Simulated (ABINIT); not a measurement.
Write the native input for ABINIT 10.8.3 (patched build) that does the following.

```yaml
Task: work function
Functional: PBE
Potentials_or_basis: JTH PAW PBE v2.0
Cutoff: 463 eV
k_mesh: 10 × 8 × 1
Occupations: fermi-dirac, width 0.05 eV
Spin: no spin polarisation
Most_SCF_steps: 120
Fine-grid_cutoff: 925.187 eV
```

Ga, a slab with vacuum:

```
CELL_PARAMETERS angstrom
2.76600 0.00000 0.00000
0.11745 3.32993 0.00000
0.00000 0.00000 24.96961
ATOMIC_POSITIONS crystal
Ga 0.50000 0.25000 0.30037
Ga 0.00000 0.75000 0.37712
Ga 0.00000 0.25000 0.46162
Ga 0.50000 0.75000 0.53838
Ga 0.50000 0.25000 0.62288
Ga 0.00000 0.75000 0.69963
```

The input as run:

run.abi

```
# Pseudopotentials
pp_dirpath "./"
pseudos "Ga.GGA_PBE-JTH.xml"

# Structure
acell 2.766 3.3320006464 24.969614 Angstrom
rprim
     1.0000000000     0.0000000000     0.0000000000
     0.0352490928     0.9993785576     0.0000000000
     0.0000000000     0.0000000000     1.0000000000
ntypat 1
znucl 31
natom 6
typat 1 1 1 1 1 1
xred
     0.5000000000     0.2500000000     0.3003650757
     0.0000000000     0.7500000000     0.3771229303
     0.0000000000     0.2500000000     0.4616210727
     0.5000000000     0.7500000000     0.5383789273
     0.5000000000     0.2500000000     0.6228770697
     0.0000000000     0.7500000000     0.6996349243
chkprim 0
chksymtnons 0
tolsym 1.0e-6

# Plane-wave basis
ecut 462.593566 eV
pawecutdg 34.0
pawxcdev 0

# k points
kptopt 1
ngkpt 10 8 1
nshiftk 1
shiftk 0.0 0.0 0.0

# Exchange and correlation
ixc 11

# Bands and occupations
nband 47
occopt 3
tsmear 0.05 eV

# SCF cycle
nstep 120
tolvrs 1.0e-9

# Output
iomode 3
prtwf 0
prteig 0
prtebands 0
prtden 1
prtvha 1
prtvclmb 1
prtpot 1
```

Potentials or basis: JTH PAW PBE v2.0.

Run with:

```sh
$ mpirun --bind-to none -np 4 abinit run.abi > log 2>&1
```

It gave:

- Largest force: 0.242 eV/Å
- Band gap on the k mesh: none (metal or under the smearing width)
- Valence electrons inside the program's atomic spheres: Ga 10.98, 11.01, 11.00 (radii [1.1132] Å)
- Work function: 4.37 eV

Run time: 5.7 min on 4 MPI ranks on Arm Neoverse V1, with other jobs on the host, peak memory 0.8 GiB a rank.
